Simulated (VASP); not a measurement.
Runs of VASP 6.6.1 on Si. It takes space group Fd-3m (No. 227, cubic). Conventional cell: a = 5.444 Å, b = 5.444 Å, c = 5.444 Å, α = 90.00°, β = 90.00°, γ = 90.00°. Si (site symmetry -43m) has 4 Si at 2.36 Å as nearest neighbours. 

```tsv
level	gap on the mesh (eV)	pressure (GPa)	relaxed volume (Å³/atom)
BLYP	(c)	0.0	(b)
SCAN	0.87	0.0	19.99
optB88-vdW	(a)	0.0	20.45
revPBE	0.71	0.0	20.68
AM05	0.55	0.0	20.09
```

Alike in all rows: task relaxation of cell and atoms; potentials or basis VASP PAW PBE potentials, release 64 (Si); no spin polarisation; cell relaxed; k mesh 8 × 8 × 8; cutoff (eV) 600; smearing fermi-dirac 0.05 eV.

Problem. Fill in the values left out.

Solution. (a) 0.75; (b) 21.21; (c) 0.92.

Caveats: the PAW data sets were made with another functional, which shifts forces and pressure a little.

A k mesh can miss the band edges.

Runs at the PBE level aren't shown here.
